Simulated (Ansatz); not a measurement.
# HfN/SiC/Hf: conductance against the thickness of the layer, part 3 of 3

Aim: the conductance of HfN/SiC/Hf junctions as the barrier thickens. The lower electrode is HfN rock salt(111), the upper one Hf hcp(0001); the barrier is SiC wurtzite(0001) (whole bilayers). In the first transport cell, after relaxation, the nearest pair of electrode and barrier is Hf–C at 2.21 Å, along the normal, at the lower face and Hf–Si at 2.88 Å, along the normal, at the upper one. All share a net of side 3.09 Å, which strains the lower electrode by -3.5 %, the upper one by -3.4 % and the barrier by +0.0 %, against typed lattice constants near PBE's. The first steps treat the bulk electrodes alone.

Ansatz 0.2.0; PBE DFT, plane waves, PAW files (the session's first sound run).

So far, transmission at the Fermi level (a spin, zone mean): step 5 (transmission over a wide range of energy) 0.00283; step 6 (conductance on a fine mesh, atomic planes in the barrier 4, gap between the …) 0.0397; step 7 (conductance, 34 atoms) 0.00355; step 8 (conductance, atomic planes in the barrier 12, gap between the electrodes 18.4 Å) 2.3e-4. Also channels of the lower lead: step 5 1.15; step 7 1.17.

### 11. A repeat with changed settings, 34 atoms

This step: PBE DFT, plane waves, PAW files; ballistic transmission by layer matching between semi-infinite leads; changed: output.transmission.leads = null (Ansatz 0.2.0).

System of this step: HfN/SiC/Hf. The cell holds 34 atoms: 19 Hf, 7 N, 4 C and 4 Si. Cell: a = 3.090 Å, b = 3.090 Å, c = 72.217 Å, α = 90.0°, β = 90.0°, γ = 120.0°. Regions: left electrode, 15 atoms (8 Hf and 7 N); barrier, 8 atoms (4 C and 4 Si); right electrode, 11 atoms (11 Hf). Vacuum lies along c.

This run repeats an earlier one, its twin (the spectrum run, 8 atomic planes between the electrodes), with one setting changed (output.transmission.leads; files written aside). It is meant to test whether the program finds a usable lead, or takes the one named. Where the input is shown as a difference, that is against the step before, not the twin.

The input, input.yaml:

```yaml
crystal:
  lattice:
    - [3.09, 0.0, 0.0]
    - [-1.545, 2.6760184977, 0.0]
    - [0.0, 0.0, 72.2172309285]
  atoms:
    - { symbol: Hf, position: [0.33333333, 0.66666667, 0.0969297758] }
    - { symbol: "N", position: [0.66666667, 0.33333333, 0.115764042] }
    - { symbol: Hf, position: [0.0, 0.0, 0.1345983082] }
    - { symbol: "N", position: [0.33333333, 0.66666667, 0.1534325744] }
    - { symbol: Hf, position: [0.66666667, 0.33333333, 0.1722668406] }
    - { symbol: "N", position: [0.0, 0.0, 0.1911011068] }
    - { symbol: Hf, position: [0.33333333, 0.66666667, 0.209935373] }
    - { symbol: "N", position: [0.66666667, 0.33333333, 0.2287696392] }
    - { symbol: Hf, position: [0.0, 0.0, 0.2476039054] }
    - { symbol: "N", position: [0.33333333, 0.66666667, 0.2664381716] }
    - { symbol: Hf, position: [0.66666667, 0.33333333, 0.2852724378] }
    - { symbol: "N", position: [0.0, 0.0, 0.304106704] }
    - { symbol: Hf, position: [0.33333333, 0.66666667, 0.3229409702] }
    - { symbol: "N", position: [0.66666667, 0.33333333, 0.3417752364] }
    - { symbol: Hf, position: [0.0, 0.0, 0.3584553747] }
    - { symbol: C, position: [0.0, 0.0, 0.3890495874] }
    - { symbol: Si, position: [0.33333333, 0.66666667, 0.3971939954] }
    - { symbol: C, position: [0.33333333, 0.66666667, 0.4239172735] }
    - { symbol: Si, position: [0.0, 0.0, 0.4324522984] }
    - { symbol: C, position: [0.0, 0.0, 0.4589940357] }
    - { symbol: Si, position: [0.33333333, 0.66666667, 0.4676241211] }
    - { symbol: C, position: [0.33333333, 0.66666667, 0.4941632459] }
    - { symbol: Si, position: [0.0, 0.0, 0.503126992] }
    - { symbol: Hf, position: [0.0, 0.0, 0.5429729535] }
    - { symbol: Hf, position: [0.33333333, 0.66666667, 0.57855041] }
    - { symbol: Hf, position: [0.0, 0.0, 0.6146081672] }
    - { symbol: Hf, position: [0.33333333, 0.66666667, 0.6506659243] }
    - { symbol: Hf, position: [0.0, 0.0, 0.6867236814] }
    - { symbol: Hf, position: [0.33333333, 0.66666667, 0.7227814386] }
    - { symbol: Hf, position: [0.0, 0.0, 0.7588391957] }
    - { symbol: Hf, position: [0.33333333, 0.66666667, 0.7948969528] }
    - { symbol: Hf, position: [0.0, 0.0, 0.83095471] }
    - { symbol: Hf, position: [0.33333333, 0.66666667, 0.8670124671] }
    - { symbol: Hf, position: [0.0, 0.0, 0.9030702242] }
kpoints:
  mp_grid: { grid: [12, 12, 1] }
scf:
  occupations: { method: fermi_dirac, width: 0.1 }
  max_iter: 150
hamiltonian:
  xc: pbe
output:
  transmission: { kmesh: [12, 12], e_range: [-2, 3], de: 0.1 }
  dos: { projected: true, e_range: [-6, 5], de: 0.05 }
  write_potential: true
  write_density: true
  volumetric_format: npy
```

On the command line:

```bash
$ ansatz run input.yaml --threads 4 --pin off --max-ram 12288MiB --backend cpu --events-out ev --progress --plain --runs-dir out
```

It took 7 min on 4 threads of Arm Neoverse V2, shared host; peak memory 6.3 GiB; 27 min of CPU time.

This number moved little. The transmission at the Fermi level, both spins, is 0.00566 against 0.00566 in the twin: no change within 1 %.

### 12. The same cell, other settings, 30 atoms

System of this step: HfN/SiC/Hf. The cell holds 30 atoms: 19 Hf, 7 N, 2 C and 2 Si. Its edges and angles: a = 3.090 Å, b = 3.090 Å, c = 67.144 Å, α = 90.0°, β = 90.0°, γ = 120.0°. Regions: left electrode, 15 atoms (8 Hf and 7 N); barrier, 4 atoms (2 C and 2 Si); right electrode, 11 atoms (11 Hf). Vacuum lies along c.

It is meant to test whether the program finds a usable lead, or takes the one named. Where the input is shown as a difference, that is against the step before, not the twin.

The input, input.yaml:

```yaml
crystal:
  lattice:
    - [3.09, 0.0, 0.0]
    - [-1.545, 2.6760184977, 0.0]
    - [0.0, 0.0, 67.1442613209]
  atoms:
    - { symbol: Hf, position: [0.33333333, 0.66666667, 0.1042531389] }
    - { symbol: "N", position: [0.66666667, 0.33333333, 0.1245103958] }
    - { symbol: Hf, position: [0.0, 0.0, 0.1447676527] }
    - { symbol: "N", position: [0.33333333, 0.66666667, 0.1650249096] }
    - { symbol: Hf, position: [0.66666667, 0.33333333, 0.1852821665] }
    - { symbol: "N", position: [0.0, 0.0, 0.2055394234] }
    - { symbol: Hf, position: [0.33333333, 0.66666667, 0.2257966804] }
    - { symbol: "N", position: [0.66666667, 0.33333333, 0.2460539373] }
    - { symbol: Hf, position: [0.0, 0.0, 0.2663111942] }
    - { symbol: "N", position: [0.33333333, 0.66666667, 0.2865684511] }
    - { symbol: Hf, position: [0.66666667, 0.33333333, 0.306825708] }
    - { symbol: "N", position: [0.0, 0.0, 0.3270829649] }
    - { symbol: Hf, position: [0.33333333, 0.66666667, 0.3473402219] }
    - { symbol: "N", position: [0.66666667, 0.33333333, 0.3675974788] }
    - { symbol: Hf, position: [0.0, 0.0, 0.3855378563] }
    - { symbol: C, position: [0.0, 0.0, 0.4184435623] }
    - { symbol: Si, position: [0.33333333, 0.66666667, 0.427203307] }
    - { symbol: C, position: [0.33333333, 0.66666667, 0.4559456167] }
    - { symbol: Si, position: [0.0, 0.0, 0.4655866033] }
    - { symbol: Hf, position: [0.0, 0.0, 0.5084430581] }
    - { symbol: Hf, position: [0.33333333, 0.66666667, 0.5467085084] }
    - { symbol: Hf, position: [0.0, 0.0, 0.5854905476] }
    - { symbol: Hf, position: [0.33333333, 0.66666667, 0.6242725868] }
    - { symbol: Hf, position: [0.0, 0.0, 0.663054626] }
    - { symbol: Hf, position: [0.33333333, 0.66666667, 0.7018366652] }
    - { symbol: Hf, position: [0.0, 0.0, 0.7406187044] }
    - { symbol: Hf, position: [0.33333333, 0.66666667, 0.7794007436] }
    - { symbol: Hf, position: [0.0, 0.0, 0.8181827827] }
    - { symbol: Hf, position: [0.33333333, 0.66666667, 0.8569648219] }
    - { symbol: Hf, position: [0.0, 0.0, 0.8957468611] }
kpoints:
  mp_grid: { grid: [12, 12, 1] }
scf:
  occupations: { method: fermi_dirac, width: 0.1 }
  max_iter: 150
hamiltonian:
  xc: pbe
output:
  transmission: { kmesh: [30, 30], e_range: [-0.26, 0.27], de: 0.0375 }
```

Wall time 8.6 min (4 threads); peak memory 4.9 GiB.

This number moved little. The conductance is 4.0e13 S/m² against 4.0e13 S/m² in the twin: no change within 1 %, at 1.7 times the CPU time.

Side by side:

```csv
quantity,this run,sound run,difference
junction conductance (S/m²),3.999e13,4.000e13,-8.0e9
resistance-area product beyond the leads (Ω um²),0.023697,0.023692,5.0e-6
```

### 13. Summary of results

| Property | Result |
| --- | --- |
| 1/G at 8.25 Å gap | 0.0250 Ω um² |
| 1/G at 18.4 Å gap | 4.44 Ω um² |
| decay constant β | 0.51 Å⁻¹ |

A fit of ln G against d gives β = 0.51 Å⁻¹, and step by step the slopes are 0.48 and 0.55 Å⁻¹. They agree within a fifth, so G falls as one exponential, by a factor of ten every 4.5 Å. At the Fermi level the layers of the barrier in the wide-window run (8 planes) hold from 0.0076 to 0.13 states an eV and atom. A semilocal functional narrows gaps, which tends to make the decay too slow. The program's largest error estimate on these conductances is 43 %, from the mesh across the current, in the run that gave 3.6e12 S/m². In 3 of these 3 runs a lead's potential steps by more than 25 meV, which the program flags as too much. No spin-orbit coupling, phonons, disorder or image charges enter; the interfaces are ordered, one cell wide and lattice-matched by strain. Semilocal gaps are too small, which can bring a band edge of the barrier nearer to the Fermi level than it is.

[Logs are printed without paths, hosts, clocks, repeated set-up lines and the standing remarks that a program may print on its own settings, such as how far it seeks lower states.]

[Hosts, paths, dates, database ids (printed as entryN), source tags and the programs' standing remarks are cut or masked in the printed files.]
